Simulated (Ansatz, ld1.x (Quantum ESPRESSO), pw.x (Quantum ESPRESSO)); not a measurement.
## From atom to crystal: TM potential for indium (In)

```json
{"Element": "In (Z = 49)", "Generator": "ld1.x (Quantum ESPRESSO) 7.5", "Type": "norm-conserving Troullier–Martins (Kleinman–Bylander form)", "Functional": "PBE", "Relativity": "scalar-relativistic", "Frozen core": "[Kr] 4d10", "Valence charge": "3", "Reference configuration": "5s1 5p2", "Partial waves": "5p (bound): rc 2.70 bohr; 5s (bound): rc 2.20 bohr", "Local potential": "the s channel", "Core correction": "none"}
```

Atomic tests: cutoffs needed: 10 Ry and 25 Ry (the cutoffs (Ry, on a coarse ladder) from which the occupation-weighted sum of valence levels, in a spherical-Bessel basis at the reference potential, stays within 10 and 1 mRy of its value at 400 Ry); ghost test: no extra level below or beside the all-electron valence levels (p, s, d, f tested) (spherical-Bessel basis up to 400 Ry, 20 bohr box); largest excitation error: +101 meV (all-electron minus pseudo) for 5s1 5p0, out of 7 test configurations.

Crystal test: fcc In in pw.x 7.5, no spin, 12³ k-points, Fermi–Dirac smearing 0.01 Ry, cutoffs 35/140 Ry. The reference is all-electron LAPW (Ansatz 0.2.0) with the same functional, mesh and smearing; V0 and B0 come from Birch–Murnaghan fits to the pressures at five volumes. Errors are pseudo minus all-electron; Δ is the rms difference of the E(V) curves that follow from these fits, minima aligned, over ±6 % about the mean V0. Mesh and smearing are coarse, so the numbers serve the comparison and aren't converged zero-temperature values; the lattice is a test structure that the element need not adopt.

All-electron: a0 = 4.791 Å (V0 = 27.50 Å³/atom), B0 = 34.9 GPa.

Task: How far does the potential miss the all-electron equation of state?

Result: mean pressure error (GPa): -8.64. The pressure does not cross zero within the volumes sampled, so no fit is given. This is a poor potential for the solid. The pseudo pressure rises with volume over part of the range, a mechanical instability.

```
V (Å³/atom)  P all-electron (GPa)  P pseudo (GPa)
     26.366                  1.64           -8.71
     27.060                  0.58           -8.81
     27.754                 -0.32           -8.87
     28.448                 -1.08           -8.88
     29.142                 -1.74           -8.87
```

Task: At the middle volume, how do free energy and pressure move when the wave cutoff is lowered (ecutrho kept at four times it)?

Result:

```csv
cutoff (Ry),shift of F (meV/atom),shift of P (GPa)
16,+107.6,-0.95
21,+31.6,-0.83
28,+1.1,-0.04
```

The run at the middle volume (72 k-points, 6 iterations) took about 3.5 s on one core of a shared host (Neoverse-V1, 32 threads, 247 GiB, load 20).
